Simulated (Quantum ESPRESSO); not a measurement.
# Si (I4_1/amd) in Quantum ESPRESSO: further runs

The runs below take Si through relaxation of cell and atoms, with PBE, PBE+D2, PBE+D3, PBE+D3(BJ), PBE+D4.

Everything below comes from runs of Quantum ESPRESSO 7.5. Logs are shortened: lines on timing, memory, paths and dates and some standing lists are left out, and cuts for length are marked.

## Step 1: The crystal as given

It takes space group I4_1/amd (No. 141, tetragonal). The conventional cell has a = 4.743 Å, b = 4.743 Å, c = 2.659 Å, α = 90.00°, β = 90.00°, γ = 90.00°. Si (site symmetry -4m2) has 6 Si at 2.46 to 2.66 Å as nearest neighbours.

This isn't the form of Si at room conditions, which is diamond.

## Step 2: Relaxation of cell and atoms, PBE

The input, run.py:

```python
import numpy as np
from ase.calculators.espresso import Espresso, EspressoProfile
from ase.io import read

atoms = read('Si.xyz')

input_data = {
    'control': {'calculation': 'scf', 'prefix': 'pwscf', 'outdir': './tmp', 'tprnfor': True, 'tstress': True, 'disk_io': 'low'},
    'system': {'ecutwfc': 36.0, 'nbnd': 9, 'occupations': 'smearing', 'smearing': 'fd', 'degauss': 0.00367493},
    'electrons': {'conv_thr': 4e-10, 'electron_maxstep': 120, 'mixing_beta': 0.5},
}
pseudopotentials = {'Si': 'Si.upf'}
profile = EspressoProfile(command='pw.x', pseudo_dir='pseudo')
dft = Espresso(profile=profile, input_data=input_data, pseudopotentials=pseudopotentials, kpts=(11, 11, 11), koffset=(0, 0, 0))
atoms.calc = dft

from ase.optimize import BFGS
from ase.filters import FrechetCellFilter
done = BFGS(FrechetCellFilter(atoms), trajectory='opt.traj').run(fmax=0.02, steps=30)
print('converged', done)
print('cell (A)', np.round(atoms.cell.cellpar(), 5))
print(f'energy {atoms.get_potential_energy():.8f} eV')
print('forces (eV/A)')
print(np.round(atoms.get_forces(), 6))
print('stress (eV/A^3, Voigt)')
print(np.round(atoms.get_stress(), 8))
print(f'Fermi level {dft.get_fermi_level():.4f} eV')
```

The input, Si.xyz:

```xyz
2
Lattice="-2.3713723045 2.3713723045 1.3292653899 2.3713723045 -2.3713723045 1.3292653899 2.3713723045 2.3713723045 -1.3292653899" Properties=species:S:1:pos:R:3 pbc="T T T"
Si     0.0000000000      0.0000000000      1.3292653899
Si     2.3713723045      0.0000000000      0.6646326950
```

Potentials or basis: PseudoDojo 0.4.1 SR PBE standard.

The run is started by

```
$ OMP_NUM_THREADS=1 python run.py
```

The log of the run:

```text
Step          Energy          fmax
BFGS:    0     -229.685034        0.350189
BFGS:    1     -229.688594        0.271754
BFGS:    2     -229.694015        0.062905
BFGS:    3     -229.694147        0.078771
BFGS:    4     -229.694661        0.127560
BFGS:    5     -229.694081        0.273282
BFGS:    6     -229.696246        0.197927
BFGS:    7     -229.697804        0.192013
BFGS:    8     -229.698210        0.158576
BFGS:    9     -229.699604        0.082556
BFGS:   10     -229.699960        0.050433
BFGS:   11     -229.700096        0.000661
converged True
cell (A) [  3.66701   3.66701   3.66701  97.26753  97.26753 138.33074]
energy -229.70009572 eV
forces (eV/A)
[[0. 0. 0.]
 [0. 0. 0.]]
stress (eV/A^3, Voigt)
[-4.315e-05 -4.315e-05 -4.590e-06  0.000e+00  0.000e+00 -0.000e+00]
Fermi level 9.6297 eV
```

espresso.pwi:

```text
&CONTROL
   calculation      = 'scf'
   tstress          = .true.
   tprnfor          = .true.
   outdir           = './tmp'
   prefix           = 'pwscf'
   disk_io          = 'low'
   pseudo_dir       = 'pseudo'
/
&SYSTEM
   nbnd             = 9
   ecutwfc          = 36.0
   occupations      = 'smearing'
   degauss          = 0.00367493
   smearing         = 'fd'
   ntyp             = 1
   nat              = 2
   ibrav            = 0
/
&ELECTRONS
   electron_maxstep = 120
   conv_thr         = 4e-10
   mixing_beta      = 0.5
/
&IONS
/
&CELL
/
&FCP
/
&RISM
/
ATOMIC_SPECIES
Si 28.085 Si.upf

K_POINTS automatic
11 11 11  0 0 0

CELL_PARAMETERS angstrom
-2.42341543086663 2.42341543086664 1.30425228064237
2.42341543086667 -2.42341543086662 1.30425228064234
2.42341543086663 2.42341543086662 -1.30425228064234

ATOMIC_POSITIONS angstrom
Si -0.0000000000 0.0000000000 1.3042522806  
Si 2.4234154309 0.0000000000 0.6521261404
```

espresso.pwo:

```text
This program is part of the open-source Quantum ESPRESSO suite
     for quantum simulation of materials; please cite
         "P. Giannozzi et al., J. Phys.:Condens. Matter 21 395502 (2009);
         "P. Giannozzi et al., J. Phys.:Condens. Matter 29 465901 (2017);
         "P. Giannozzi et al., J. Chem. Phys. 152 154105 (2020);
     in publications or presentations arising from this work. More details at

Warning: card &CELL ignored
Warning: card &FCP ignored
Warning: card &RISM ignored

     Message from routine setup:
     using ibrav=0 with symmetry is DISCOURAGED, use correct ibrav instead

     G-vector sticks info
     --------------------
     sticks:   dense  smooth     PW     G-vecs:    dense   smooth      PW
     Sum         369     369    127                 6041     6041    1277

     Using Slab Decomposition

     bravais-lattice index     =            0
     lattice parameter (alat)  =       6.9296  a.u.
     unit-cell volume          =     206.7635 (a.u.)^3
     number of atoms/cell      =            2
     number of atomic types    =            1
     number of electrons       =         8.00
     number of Kohn-Sham states=            9
     kinetic-energy cutoff     =      36.0000  Ry
     charge density cutoff     =     144.0000  Ry
     scf convergence threshold =      4.0E-10
     mixing beta               =       0.5000
     number of iterations used =            8  plain     mixing
     Exchange-correlation= PBE
                           (   1   4   3   4   0   0   0)

     celldm(1)=   6.929644  celldm(2)=   0.000000  celldm(3)=   0.000000
     celldm(4)=   0.000000  celldm(5)=   0.000000  celldm(6)=   0.000000

     crystal axes: (cart. coord. in units of alat)
               a(1) = (  -0.660870   0.660870   0.355672 )
               a(2) = (   0.660870  -0.660870   0.355672 )
               a(3) = (   0.660870   0.660870  -0.355672 )

     reciprocal axes: (cart. coord. in units 2 pi/alat)
               b(1) = (  0.000000  0.756579  1.405790 )
               b(2) = (  0.756579 -0.000000  1.405790 )
               b(3) = (  0.756579  0.756579 -0.000000 )

     PseudoPot. # 1 for Si read from file:
     Si.upf
     Pseudo is Norm-conserving + core correction, Zval =  4.0
     Generated using ONCVPSP code by D. R. Hamann
     Using radial grid of 1510 points,  6 beta functions with:
                l(1) =   0
                l(2) =   0
                l(3) =   1
                l(4) =   1
                l(5) =   2
                l(6) =   2

     atomic species   valence    mass     pseudopotential
     Si                4.00    28.08500     Si( 1.00)

     16 Sym. Ops., with inversion, found ( 8 have fractional translation)

   Cartesian axes

     site n.     atom                  positions (alat units)
         1        Si     tau(   1) = (  -0.0000000   0.0000000   0.3556719  )
         2        Si     tau(   2) = (   0.6608697   0.0000000   0.1778360  )

     number of k points=   126  Fermi-Dirac smearing, width (Ry)=  0.0037

     Number of k-points >= 100: set verbosity='high' to print them.

     Dense  grid:     6041 G-vectors     FFT dimensions: (  32,  32,  30)

     Initial potential from superposition of free atoms

     starting charge       7.9988, renormalised to       8.0000
     Starting wfcs are    8 randomized atomic wfcs +    1 random wfcs

     Self-consistent Calculation

     iteration #  1     ecut=    36.00 Ry     beta= 0.50
     Davidson diagonalization with overlap
     ethr =  1.00E-02,  avg # of iterations =  6.7

     Threshold (ethr) on eigenvalues was too large:
     Diagonalizing with lowered threshold

     Davidson diagonalization with overlap
     ethr =  1.23E-04,  avg # of iterations =  4.5

     total energy              =     -16.88265671 Ry
     estimated scf accuracy    <       0.01008837 Ry

     iteration #  2     ecut=    36.00 Ry     beta= 0.50
     Davidson diagonalization with overlap
     ethr =  1.26E-04,  avg # of iterations =  1.0

     total energy              =     -16.88260804 Ry
     estimated scf accuracy    <       0.00246319 Ry

     iteration #  3     ecut=    36.00 Ry     beta= 0.50
     Davidson diagonalization with overlap
     ethr =  3.08E-05,  avg # of iterations =  1.7

     total energy              =     -16.88264322 Ry
     estimated scf accuracy    <       0.00001170 Ry

     iteration #  4     ecut=    36.00 Ry     beta= 0.50
     Davidson diagonalization with overlap
     ethr =  1.46E-07,  avg # of iterations =  3.9

     total energy              =     -16.88264701 Ry
     estimated scf accuracy    <       0.00000015 Ry

     iteration #  5     ecut=    36.00 Ry     beta= 0.50
     Davidson diagonalization with overlap
     ethr =  1.83E-09,  avg # of iterations =  3.3

     total energy              =     -16.88264712 Ry
     estimated scf accuracy    <       0.00000001 Ry

     iteration #  6     ecut=    36.00 Ry     beta= 0.50
     Davidson diagonalization with overlap
     ethr =  1.37E-10,  avg # of iterations =  1.9

     End of self-consistent calculation

     Number of k-points >= 100: set verbosity='high' to print the bands.

     the Fermi energy is     9.6297 ev

!    total energy              =     -16.88264712 Ry
     estimated scf accuracy    <          3.2E-10 Ry
     smearing contrib. (-TS)   =      -0.00050584 Ry
     internal energy E=F+TS    =     -16.88214128 Ry

     The total energy is F=E-TS. E is the sum of the following terms:
     one-electron contribution =       8.66149271 Ry
     hartree contribution      =       0.17742587 Ry
     xc contribution           =      -6.23348172 Ry
     ewald contribution        =     -19.48757814 Ry

     convergence has been achieved in   6 iterations

     Forces acting on atoms (cartesian axes, Ry/au):

     atom    1 type  1   force =     0.00000000    0.00000000    0.00000000
     atom    2 type  1   force =     0.00000000    0.00000000    0.00000000

     Total force =     0.000000     Total SCF correction =     0.000000

     Computing stress (Cartesian axis) and pressure

          total   stress  (Ry/bohr**3)                   (kbar)     P=        0.05
   0.00000047   0.00000000  -0.00000000            0.07        0.00       -0.00
  -0.00000000   0.00000047  -0.00000000           -0.00        0.07       -0.00
  -0.00000000  -0.00000000   0.00000005           -0.00       -0.00        0.01

=------------------------------------------------------------------------------=
   JOB DONE.
=------------------------------------------------------------------------------=
```

Run time: 2.1 min. Hardware: 1 thread of Arm Neoverse V2, shared host; peak memory 0.08 GiB.

What came out:

```
Free energy                            : -229.7001 eV
Relaxed volume                         : 15.32 Å³/atom
Relaxed cell                           : a = 3.667 Å, b = 3.667 Å, c = 3.667 Å, α = 97.27°, β = 97.27°, γ = 138.33°
Space group after relaxing (to 0.05 Å) : I4_1/amd (No. 141)
Energy gained by relaxing              : 7.5 meV/atom
Ionic steps                            : 12
Pressure after relaxing                : 0.0 GPa
Band gap on the k mesh                 : none (metal or under the smearing width)
```

Step by step:
| step | energy change (eV) | largest force (eV/Å) | pressure (GPa) | volume (Å³) |
| --- | --- | --- | --- | --- |
| 1 | 0.0000 | 0.0000 | 3.16 | 29.90 |
| 2 | -0.0036 | 0.0000 | 2.39 | 30.09 |
| 3 | -0.0090 | 0.0000 | 0.03 | 30.72 |
| 4 | -0.0091 | 0.0000 | -0.13 | 30.76 |
| 5 | -0.0096 | 0.0000 | -0.51 | 30.87 |
| 6 | -0.0090 | 0.0000 | -2.48 | 31.39 |
| 7 | -0.0112 | 0.0000 | -0.80 | 30.95 |
| 8 | -0.0128 | 0.0000 | -1.07 | 30.99 |
| 9 | -0.0132 | 0.0000 | -1.13 | 30.96 |
| 10 | -0.0146 | 0.0000 | -0.75 | 30.86 |
| 11 | -0.0149 | 0.0000 | -0.39 | 30.76 |
| 12 | -0.0151 | 0.0000 | 0.00 | 30.64 |

Final structure:
```yaml
crystal:
  lattice:
    - [-2.42342, 2.42342, 1.30425]
    - [2.42342, -2.42342, 1.30425]
    - [2.42342, 2.42342, -1.30425]
  atoms:
    - { symbol: Si, position: [0.50000, 0.50000, 0.00000] }
    - { symbol: Si, position: [0.25000, 0.75000, 0.50000] }
```

Levels at points of the mesh, in eV from the Fermi level:
```csv
k point,band 1,band 2,band 3,band 4,band 5,band 6,band 7,band 8
"(0.00, 0.00, 0.00)",-13.71,-2.63,-2.63,-2.44,1.52,7.64,8.60,8.60
```

(Continued in part 2 of 2.)
